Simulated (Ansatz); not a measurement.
# BaTe: the cost of one run

Program: Ansatz 0.2.0. G0W0, plane waves. Calculated at 0 K for a non-magnetic cell.

**1. The cell**

The cell was relaxed beforehand with r2SCAN.

The symmetry is Fm-3m (No. 225, cubic); conventional cell a = 7.065 Å, 44.08 Å³ an atom. Near Ba stand 6 Te at 3.53 Å; near Te stand 6 Ba at 3.53 Å.

Coordinates:

```
Ba Te
1.0
     0.00000    3.53238    3.53238
     3.53238    0.00000    3.53238
     3.53238    3.53238    0.00000
Ba Te
1 1
Direct
  0.00000 0.00000 0.00000
  0.50000 0.50000 0.50000
```

**2. 143 empty bands, 80 eV**

input.yaml

```yaml
crystal:
  lattice:
    - [0.0, 3.5323792142, 3.5323792142]
    - [3.5323792142, 0.0, 3.5323792142]
    - [3.5323792142, 3.5323792142, 0.0]
  atoms:
    - { symbol: Ba, position: [0.0, 0.0, 0.0] }
    - { symbol: Te, position: [0.5, 0.5, 0.5] }
kpoints:
  mp_grid: { grid: [4, 4, 4] }
hamiltonian:
  xc: pbe
scf:
  occupations: { method: fixed }
gw:
  n_empty_bands: 143
  ecut_chi: 80
  qp_bands: [v2, c2]
  qp_kpoints: band_edges
  screening: { model: contour_deformation }
```

Started as:

```console
$ ansatz run input.yaml --threads 2 --pin off --max-ram 3686MiB --backend cpu --events-out ev --progress --plain --runs-dir out
```

**Question.** How long does this run take on 2 threads of Arm Neoverse V2, shared host, and how much memory does it need?

About 11 s, with a peak of 0.4 GiB.
